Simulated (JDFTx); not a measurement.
A run of JDFTx 1.7.0 (patched build):

The input bands.in:

```
lattice \
   -3.0366009097     3.0366009097     3.0366009097 \
    3.0366009097    -3.0366009097     3.0366009097 \
    7.3981832916     7.3981832916    -7.3981832916
coords-type Lattice
ion W      0.0000000000     0.0000000000     0.0000000000 1
ion Si     0.6653000000     0.6653000000     0.0000000000 1
ion Si     0.3347000000     0.3347000000     0.0000000000 1

ion-species pseudo/W.upf
ion-species pseudo/Si.upf
elec-cutoff 37 296
elec-ex-corr gga-PBE
elec-smearing Fermi 0.0018374661
elec-n-bands 17
add-U W d 0.293995
electronic-minimize nIterations 30 energyDiffThreshold 1e-06
davidson-band-ratio 1.3
forces-output-coords Cartesian
include path.kpoints
symmetries none
fix-electron-density run.$VAR

dump-name bands.$VAR
dump End Ecomponents EigStats BandEigs Kpoints Forces
```

Contents of path.kpoints:

```
kpoint +0.0000000000 +0.0000000000 +0.0000000000 0.020000000000
kpoint +0.0000000000 +0.0000000000 +0.0714285714 0.020000000000
kpoint +0.0000000000 +0.0000000000 +0.1428571429 0.020000000000
kpoint +0.0000000000 +0.0000000000 +0.2142857143 0.020000000000
kpoint +0.0000000000 +0.0000000000 +0.2857142857 0.020000000000
kpoint +0.0000000000 +0.0000000000 +0.3571428571 0.020000000000
kpoint +0.0000000000 +0.0000000000 +0.4285714286 0.020000000000
kpoint +0.0000000000 +0.0000000000 +0.5000000000 0.020000000000
kpoint -0.0842355210 +0.0842355210 +0.5000000000 0.020000000000
kpoint -0.1362060809 +0.1362060809 +0.4480294401 0.020000000000
kpoint -0.1881766407 +0.1881766407 +0.3960588802 0.020000000000
kpoint -0.2401472006 +0.2401472006 +0.3440883204 0.020000000000
kpoint -0.2921177605 +0.2921177605 +0.2921177605 0.020000000000
kpoint -0.2434314671 +0.2434314671 +0.2434314671 0.020000000000
kpoint -0.1947451737 +0.1947451737 +0.1947451737 0.020000000000
kpoint -0.1460588802 +0.1460588802 +0.1460588802 0.020000000000
kpoint -0.0973725868 +0.0973725868 +0.0973725868 0.020000000000
kpoint -0.0486862934 +0.0486862934 +0.0486862934 0.020000000000
kpoint +0.0000000000 +0.0000000000 +0.0000000000 0.020000000000
kpoint +0.1250000000 +0.1250000000 -0.1250000000 0.020000000000
kpoint +0.2500000000 +0.2500000000 -0.2500000000 0.020000000000
kpoint +0.3750000000 +0.3750000000 -0.3750000000 0.020000000000
kpoint +0.5000000000 +0.5000000000 -0.5000000000 0.020000000000
kpoint +0.4480294401 +0.5519705599 -0.4480294401 0.020000000000
kpoint +0.3960588802 +0.6039411198 -0.3960588802 0.020000000000
kpoint +0.3440883204 +0.6559116796 -0.3440883204 0.020000000000
kpoint +0.2921177605 +0.7078822395 -0.2921177605 0.020000000000
kpoint +0.1460588802 +0.6039411198 -0.1460588802 0.020000000000
kpoint +0.0000000000 +0.5000000000 +0.0000000000 0.020000000000
kpoint +0.0416666667 +0.4583333333 +0.0416666667 0.020000000000
kpoint +0.0833333333 +0.4166666667 +0.0833333333 0.020000000000
kpoint +0.1250000000 +0.3750000000 +0.1250000000 0.020000000000
kpoint +0.1666666667 +0.3333333333 +0.1666666667 0.020000000000
kpoint +0.2083333333 +0.2916666667 +0.2083333333 0.020000000000
kpoint +0.2500000000 +0.2500000000 +0.2500000000 0.020000000000
kpoint +0.3333333333 +0.3333333333 +0.1385881597 0.020000000000
kpoint +0.4166666667 +0.4166666667 +0.0271763193 0.020000000000
kpoint +0.5000000000 +0.5000000000 -0.0842355210 0.020000000000
kpoint +0.5000000000 +0.5000000000 -0.1304315742 0.020000000000
kpoint +0.5000000000 +0.5000000000 -0.1766276274 0.020000000000
kpoint +0.5000000000 +0.5000000000 -0.2228236807 0.020000000000
kpoint +0.5000000000 +0.5000000000 -0.2690197339 0.020000000000
kpoint +0.5000000000 +0.5000000000 -0.3152157871 0.020000000000
kpoint +0.5000000000 +0.5000000000 -0.3614118403 0.020000000000
kpoint +0.5000000000 +0.5000000000 -0.4076078936 0.020000000000
kpoint +0.5000000000 +0.5000000000 -0.4538039468 0.020000000000
kpoint +0.5000000000 +0.5000000000 -0.5000000000 0.020000000000
kpoint +0.0000000000 +0.0000000000 +0.5000000000 0.020000000000
kpoint +0.1250000000 +0.1250000000 +0.3750000000 0.020000000000
kpoint +0.2500000000 +0.2500000000 +0.2500000000 0.020000000000
```

Potentials or basis: PseudoDojo-SR-PBE-0.5-standard with smoothed tails.

Command:

```sh
$ jdftx -c 1 -i bands.in -o bands.out
```

Hardware: 1 thread of Intel(R) Xeon(R) Platinum 8488C (Sapphire Rapids) (shared host).

**Question.** Estimate the wall time of this run.

**Answer.** It took 39 s on 1 thread of Intel(R) Xeon(R) Platinum 8488C (Sapphire Rapids), with other jobs on the host, peak memory 0.13 GiB. Counts: scf iterations 0, bands 17, plane waves 2934.
